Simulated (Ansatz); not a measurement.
**Pb under changes of volume**

One of the cells (32.418 Å³/atom); the others are scaled copies at fixed shape and fractional positions:

```xyz
2
Lattice="3.0386 -1.7503 0.0000 3.0386 1.7503 0.0000 -2.1155 0.0000 6.0952" Properties=species:S:1:pos:R:3 pbc="T T T"
Pb    3.9848    0.0000    4.4269
Pb   -0.0230    0.0000    1.6683
```

This isn't the form of Pb at room conditions, which is fcc.

```yaml
Program: Ansatz 0.2.0
Functional: LDA
Potentials_or_basis: all-electron LAPW, scalar-relativistic
Cutoff: 175 eV (chosen from the basis error)
Basis_error_allowed: 0.001 eV/atom
k_mesh: 9 × 9 × 5
Occupations: fermi-dirac, width 0.05 eV
Spin: no spin polarisation
```

```csv
volume (Å³/atom),energy over the lowest point (meV/atom),pressure (GPa),largest force (eV/Å)
30.473,0.00,-0.7,0.068
31.121,4.77,-1.6,0.107
31.769,13.09,-2.4,0.143
32.418,24.56,-3.2,0.177
33.066,38.82,-3.8,0.208
33.714,?,?,?
34.363,74.40,-4.9,0.263
```

**Question.** What does the run at 33.714 Å³/atom give?

**Answer.** Energy over the lowest point 55.53 meV/atom; pressure -4.4 GPa; largest force 0.237 eV/Å.

Worked out: A Birch-Murnaghan fit of order 3 (a polynomial in V^(-2/3)) to the other rows has its minimum at 30.03 Å³/atom, just outside them, with B0 = V·E''(V) = 50 GPa and B' = 4.7 at fixed shape and positions, which overstates the stiffness. It gives 55.51 meV/atom at 33.714 Å³/atom, against the run's 55.53, and -dE/dV = -4.4 GPa, against -4.4.

Energies are extrapolated to zero smearing.
